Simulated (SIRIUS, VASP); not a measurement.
Given: the input of a run of SIRIUS 7.10.0 on Sn. This isn't the form of Sn at room conditions, which is tetragonal (white tin).

Contents of sirius.json:

```json
{
  "control": {
    "processing_unit": "cpu",
    "verbosity": 2,
    "num_bands_to_print": 22,
    "print_forces": true,
    "print_stress": true
  },
  "parameters": {
    "electronic_structure_method": "pseudopotential",
    "xc_functionals": ["XC_GGA_X_PBE_SOL", "XC_GGA_C_PBE_SOL"],
    "gk_cutoff": 8.5,
    "pw_cutoff": 17.0,
    "ngridk": [7, 7, 7],
    "shiftk": [0, 0, 0],
    "smearing": "fermi_dirac",
    "smearing_width": 0.0018374661,
    "num_bands": 22,
    "num_mag_dims": 0,
    "num_dft_iter": 100,
    "energy_tol": 1e-08,
    "density_tol": 1e-06
  },
  "iterative_solver": {
    "type": "davidson",
    "min_tolerance": 1e-09,
    "tolerance_scale": [0.1, 0.25]
  },
  "mixer": {
    "type": "anderson",
    "beta": 0.7,
    "max_history": 8
  },
  "settings": {
    "tol_ne": 1e-10,
    "pseudo_grid_cutoff": 6.5
  },
  "unit_cell": {
    "lattice_vectors": [
      [0.0, 6.110132359031, 6.110132359031],
      [6.110132359031, 0.0, 6.110132359031],
      [6.110132359031, 6.110132359031, 0.0]
    ],
    "atom_coordinate_units": "lattice",
    "atom_types": ["Sn"],
    "atom_files": {
      "Sn": "Sn.json"
    },
    "atoms": {
      "Sn": [
        [0.75, 0.75, 0.75],
        [0.5, 0.5, 0.5]
      ]
    }
  }
}
```

Potentials or basis: PseudoDojo 0.4.1 PBEsol standard (scalar relativistic).

The run is started by

```console
$ upf_to_json Sn.upf
$ OMP_NUM_THREADS=1 sirius.scf --input=sirius.json --output=out.json --task=0
```

Question: What does the same run look like in VASP 6.6.1? Potentials or basis there: PBE PAW files Sn_d, 520 eV.

Answer: As run (cutoffs and basis follow the program's own potentials, and thresholds, step limits or extra output files can differ):

File INCAR:

```
ALGO = Normal ; EDIFF = 1E-7
ENCUT = 520 ; GGA = PS
ISIF = 2 ; ISMEAR = -1
LASPH = True ; LCHARG = False
LREAL = False ; LWAVE = False
NBANDS = 21 ; NELM = 60
PREC = Accurate ; SIGMA = 0.05
```

The input KPOINTS:

```
k-points
0
Gamma
  7 7 7
```

POSCAR

```
Sn
1.0
    0.0000000000      3.2333428000      3.2333428000
    3.2333428000      0.0000000000      3.2333428000
    3.2333428000      3.2333428000      0.0000000000
Sn
2
Direct
    0.7500000000      0.7500000000      0.7500000000
    0.5000000000      0.5000000000      0.5000000000
```

Potentials or basis: VASP PAW PBE potentials, release 64 (Sn_d).

Run with:

```bash
$ cat potpaw_PBE.64/Sn_d/POTCAR > POTCAR
$ mpirun -np 1 vasp_std > vasp.out
```

Both were run:

|  | SIRIUS | VASP |
| --- | --- | --- |
| Pressure | 1.7 GPa | 1.5 GPa |

VASP's potentials were made for PBE.

Pressure is positive in compression.
